The bulk modulus B is the pressure needed per unit of fractional volume loss: a large B means a solid that is hard to squeeze. The crystals below fall into four metals (Al, Cu, Ta, Ir), nine crystals in which each atom has four neighbours at the corners of a tetrahedron, and PbS, which has the rock-salt structure.

Bulk moduli of 14 crystals, computed with GPAW 26.7.0 using PBEsol with D4 dispersion and plane waves, without spin polarization or spin-orbit coupling. Each computed modulus is taken at the minimum of a curve fitted to the energies at seven volumes, from 94% to 106% of that of the given cell. The Fermi-Dirac smearing width is 0.05 eV.

```csv
formula,space group,volume of the given cell (Å³/atom),potentials or basis,wave cutoff (eV),k-mesh,computed bulk modulus (GPa),measured bulk modulus (GPa),range of the values found (GPa),"what was measured, and how",source,"computed over measured, less one (%)"
CdTe,F-43m,32.92,PAW data sets made by gpaw setup for the functional,600,6x6x6,45,42,one value,B0 of zincblende phase; high-pressure XRD; powder,arXiv:2306.14539 (2023),7.1
PbS,Fm-3m,26.09,PAW data sets made by gpaw setup for the functional,600,6x6x6,65.4,51,one value,b0 from Birch-Murnaghan EOS fit; angle-dispersive powder XRD in DAC; powder,arXiv:cond-mat/0210013 (2002),28.2
Ge,Fd-3m,22.64,PAW data sets made by gpaw setup for the functional,600,8x8x8,70.6,75.8,one value,bulk modulus of bulk Ge; not stated; bulk crystal,arXiv:1908.00180 (2019),-6.9
ZnS,F-43m,19.73,PAW data sets made by gpaw setup for the functional,600,7x7x7,82.6,76.9,one value,B0; experimental value quoted from literature; bulk crystal,arXiv:0911.5022 (2009),7.4
Al,Fm-3m,16.60,PAW data sets made by gpaw setup for the functional,600,11x11x11,88.7,76.9,one value,bulk modulus; literature experiment; bulk crystal,pmc:3831299 (2013),15.3
GaP,F-43m,20.24,PAW data sets made by gpaw setup for the functional,600,8x8x8,91.8,87.5,one value,"zero-pressure bulk modulus, 3rd-order Birch-Murnaghan fit with K' fixed at 4.5; single-crystal XRD in diamond anvil cell; bulk crystal",arXiv:1709.06667 (2017),4.9
Cu,Fm-3m,11.81,PAW data sets made by gpaw setup for the functional,600,13x13x13,178.4,139,one value,"from linear fit of volume against pressure, 5 to 33 MPa; synchrotron powder XRD under pressure; powder",pmc:10161880 (2023),28.3
BAs,F-43m,13.63,PAW data sets made by gpaw setup for the functional,800,8x8x8,146.2,148,one value,literature experimental value; not stated; bulk crystal,arXiv:1911.11281 (2019),-1.2
BP,F-43m,11.68,PAW data sets made by gpaw setup for the functional,800,10x10x10,174.4,174,173 to 179,"B0, Murnaghan EOS fit with V0 fixed at 93.45 A^3; XRD in diamond anvil cell; powder",arXiv:1505.05714 (2015),0.2
Ta,Im-3m,18.01,PAW data sets made by gpaw setup for the functional,600,11x11x11,216,194,one value,isothermal K0 from ultrasonic data; ultrasonic measurement; bulk crystal,arXiv:cond-mat/0403080 (2004),11.3
SiC,F-43m,10.35,PAW data sets made by gpaw setup for the functional,800,10x10x10,225.2,225,one value,bulk modulus B; quoted earlier experiment; bulk crystal,pmc:9505936 (2022),0.1
Ir,Fm-3m,14.06,PAW data sets made by gpaw setup for the functional,600,12x12x12,406,339,one value,"B0 at ambient pressure, third-order Birch-Murnaghan; high-pressure powder XRD; powder",pmc:6586894 (2019),19.8
BN,F-43m,5.96,PAW data sets made by gpaw setup for the functional,800,10x10x10,395.3,395,395 to 400,"isothermal B0, Vinet fit; equation-of-state measurement; bulk crystal",arXiv:1208.3664 (2012),0.1
C,Fd-3m,5.67,PAW data sets made by gpaw setup for the functional,800,10x10x10,456.6,442,441.8 to 444.8,B0 from ultrasound; ultrasonic measurement; bulk crystal,arXiv:cond-mat/0702656 (2007),3.3
```

### 1. Why is diamond ten times as stiff as CdTe?

Squeezing a crystal shortens its bonds, and short, strong bonds resist most. Diamond also packs many more of them into each unit of volume. Among the tetrahedral crystals, a smaller volume per atom goes with a larger computed modulus, with one exception: ZnS has slightly less volume per atom than GaP but is softer. Its bonds are more ionic, so less of the electron charge sits between the atoms, where it would stiffen the bond.

In metals, volume alone is a poor guide. Ir is more than twice as stiff as Cu although its atoms take up more room. The d shell of Ir is partly filled and binds strongly, while that of Cu is full and adds much less to the binding. For a neighbouring crystal, one should therefore ask first how strongly its electrons bind, and then how tightly its atoms are packed.

### 2. For which solids does the calculation miss most?

It misses most for the metals. All four come out too stiff, by 11 to 28% of the measured value and by 19% on average. The tetrahedral crystals scatter within about 7% on either side of experiment. PbS belongs to neither group, and its fit is doubtful, so it is left out of the group averages.

### 3. How can a slightly small cell make a metal much too stiff?

Each computed modulus belongs to the volume at which that run finds its lowest energy, not to the given cell. For Cu this volume is about 5% smaller than the given one. Atoms pushed closer together repel more steeply, so a solid that settles at too small a volume also appears too stiff.

The effect can be estimated from the stiffness B(V) and the pressure P(V) at the given cell. A negative pressure means that the cell wants to shrink. The number B′ tells how many GPa the modulus gains for each GPa of compression. Letting the cell shrink until the pressure vanishes gives, to first order,

B(minimum) ≈ B(V) − B′ × P(V).

For Cu, the computed pressures at volumes 2% below and above the given one yield B(V) = 133.4 GPa. With P(V) = −8.70 GPa and B′ = 5.11, the estimate is 133.4 + 5.11 × 8.70 = 177.9 GPa, against 178.4 GPa in the table. B′ comes from the same run's energy curve, so this agreement confirms the arithmetic of the contraction, not the accuracy of the theory. The measured modulus, 139 GPa, is close to the stiffness before contraction.

### 4. Does contraction explain all the errors?

It explains most of the excess in the metals. If the stiffness at the given cell is compared with experiment, with no parameter adjusted to the measurements, the typical (root-mean-square) error of the metals falls from 20% to 6%. Ir remains 9% too stiff. Only one measured value is listed for it, so the table cannot decide whether the calculation or the measurement is at fault.

For the tetrahedral crystals the same step makes matters worse: their typical error grows from 5% to 8%. Seven of the nine are too soft at the given cell, and contraction then stiffens them by differing amounts. ZnS and diamond overshoot the measured value, SiC changes little, and Ge, whose run also wrongly loses its band gap on expansion, stays too soft. BAs, BP and BN end close to the measured value, so their good agreement may hide two errors of opposite sign.

BP shows this most clearly, because its given cell matches the one used in the measurement: 93.45 Å³ shared by eight atoms is 11.68 Å³ per atom. At that volume the computed modulus is 9% too low, yet at the computed minimum it agrees with experiment to 0.2%. For other rows the origin of the given cell is not stated. If a given cell is larger than the real crystal, part of the apparent softness comes from the cell and not from the theory. The explanation for the metals likewise rests on their given cells being close to the real ones.

### 5. What would change without the dispersion correction?

The D4 term adds the weak attraction between atoms that the density functional largely misses. It pulls every crystal in the table inwards. In the metals it supplies between 28% (Ta) and 73% (Ir) of the pressure that shrinks the given cell. This pull is probably too strong there, because mobile electrons screen the attraction, which a correction built up from atoms does not fully describe.

Because D4 is a separate term in the energy, its pull and its curvature can be subtracted from the results. This first-order estimate lowers the mean excess of the metals from 19% to about 13%, and moves the mean error of the tetrahedral crystals from +2% to about −2%. No run without D4 was made to confirm it. On this estimate, D4 causes about a third of the metals' excess, and most of it would remain.

Part of the remainder is expected to lie in PBEsol itself, which is known to give Cu too small a cell. Another part has a physical origin. The calculation holds the atoms still, whereas in a real crystal heat and zero-point motion usually widen the cell and soften it. The table does not give the size of this effect.

### 6. Can the PbS value be used?

The value of 65.4 GPa should not be used as it stands. The energy curve of PbS abruptly stops steepening at the largest volumes. With D4 subtracted, most of this irregularity disappears, which places the kink in the dispersion term. A smooth curve fitted through the kink takes it for rapid softening on expansion, and so probably makes the crystal too stiff at its minimum.

Pressures computed close to the minimum avoid the kink and give about 58 GPa. That is 14% above the measured value, instead of 28%. The same procedure applied to Al gives 87 GPa, close to its fitted 89 GPa, so the method itself does not lower the result much. Two doubts remain. As the cell shrinks, the computed band gap falls steadily to 0.04 eV near the minimum, yet at the next smaller volume it is 0.05 eV instead of closing further. This is expected when the two band edges cross and change places, so both the fit and the pressures used above probably span a change in the electronic structure. Spin-orbit coupling, missing here as in every other row, is expected to narrow the gap of PbS and so to move this crossing to a larger volume.

### 7. Which digits can be trusted?

Apart from PbS, the fitted modulus and the first-order estimate from pressures agree to about 1%, and part of that gap comes from the roughness of the estimate itself. For diamond, 1% is already some 5 GPa, so the decimals in the table should not be relied on. The effect of a finer mesh or a higher cutoff was not tested, and the real numerical uncertainty may be larger.

Experiment sets a limit as well: the values found for BP run from 173 to 179 GPa. An agreement of 0.1%, as for BN and SiC, is therefore closer than either side can guarantee. For the metals, the useful check is to compare the computed volume with a measured one before relying on the modulus. The output below lists the volume change and the stiffness at the given cell, there called the listed cell, for every crystal.

Printed output of the fit:

```
Stiffness at the listed cell and the pull of D4:
   row  volume change to minimum %  B at listed cell GPa  its error %  pressure at listed cell GPa  D4 part of pressure GPa  B prime  B without D4 estimated GPa
  CdTe                      0.5868                 46.35        10.35                       0.2514                   -1.026    4.808                       41.91
   PbS                      -4.247                  50.3       -1.373                       -2.408                   -1.226    7.532                       60.03
    Ge                     -0.3491                 68.55        -9.57                      -0.2705                   -1.218    5.152                       66.98
   ZnS                      -4.301                 67.85       -11.77                       -3.345                   -1.362    4.397                       79.15
    Al                      -4.369                 72.56       -5.645                       -3.605                    -1.83    4.455                       83.86
   GaP                     -0.1994                 91.15        4.176                      -0.1976                   -1.747     4.61                       86.96
    Cu                      -5.326                 133.4       -4.018                       -8.702                   -3.963     5.11                       165.2
   BAs                      -1.901                 135.2       -8.677                       -2.772                   -2.493    4.201                       141.5
    BP                      -2.562                 157.6       -9.421                       -4.464                   -2.733    3.861                         170
    Ta                      -2.711                 190.8       -1.629                       -5.606                   -1.572    4.422                       212.2
   SiC                     -0.5813                 220.8       -1.878                       -1.446                   -2.442    4.033                       221.3
    Ir                      -1.866                 369.7        9.056                       -7.427                   -5.458    5.064                       388.2
    BN                       -2.46                 358.1       -9.347                        -10.7                   -3.172    3.889                       387.8
     C                      -1.619                 428.9       -2.957                       -8.182                   -3.029     3.73                       450.7
Computed modulus of diamond over that of CdTe: 10.15
Mean error of the four metals, %: 18.68
Mean error of the nine tetrahedral crystals, %: 1.667
Metals less tetrahedral crystals, mean error at own minimum, points: 17.01
Mean error of the metals at the listed cell, %: -0.5589
Mean error of the tetrahedral crystals at the listed cell, %: -4.343
Metals less tetrahedral crystals, mean error at listed cell, points: 3.784
Rms error of the metals at own minimum, %: 19.71
Rms error of the metals at the listed cell, %: 5.759
Rms error of the tetrahedral crystals at own minimum, %: 4.585
Rms error of the tetrahedral crystals at the listed cell, %: 8.289
Largest gap between fitted B and B from pressures, PbS left out, %: 1.112
Smallest D4 share of the pressure at the listed cell among metals, %: 28.05
Largest D4 share of the pressure at the listed cell among metals, %: 73.49
Mean error of the metals without D4, estimated, %: 12.94
Mean error of the tetrahedral crystals without D4, estimated, %: -1.975
PbS modulus from pressures around 0.96 of the listed volume, GPa: 58.02
Error of this PbS modulus, %: 13.77
Al control, modulus from pressures around 0.96 of the listed volume, GPa: 87.17
PbS, last bend of the energy curve over the one before, with D4: 0.4239
PbS, the same ratio with D4 subtracted: 0.8793
```
